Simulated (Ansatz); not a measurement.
Crystal: Sc.

```
CELL_PARAMETERS angstrom
3.30900 0.00000 0.00000
-1.65450 2.86568 0.00000
0.00000 0.00000 5.27330
ATOMIC_POSITIONS crystal
Sc 0.66667 0.33333 0.75000
Sc 0.33333 0.66667 0.25000
```

Base run:

- Program: Ansatz 0.2.0
- Functional: PBEsol
- Potentials or basis: Ansatz PAW
- Cutoff: 420 eV (not typed: the program's choice for these potentials)
- k mesh: 9 × 9 × 5
- Occupations: gaussian, width 0.02 eV
- Spin: no spin polarisation

Its results: band gap on the k mesh none (metal or under the smearing width); pressure -2.8 GPa.

Problem. After a change of settings the same cell gave: band gap on the k mesh none (metal or under the smearing width); pressure 5.0 GPa. Which change was it?
A. functional from PBEsol to PBE; occupations from gaussian, width 0.02 eV to gaussian, width 0.1 eV
B. occupations from gaussian, width 0.02 eV to fermi-dirac, width 0.05 eV; hubbard terms from none to Sc d U = 4.3 eV; hubbard projectors from none to ortho-atomic (the default)
C. functional from PBEsol to RPBE; occupations from gaussian, width 0.02 eV to gaussian, width 0.05 eV

Solution. B.

Caveats: the PAW data sets come from PBE, with cores solved anew for the run's functional, which leaves a small shift of forces and pressure; U without spin polarisation on a metal has little footing (some runs); the U is typed as a test and isn't derived for this compound (some runs).
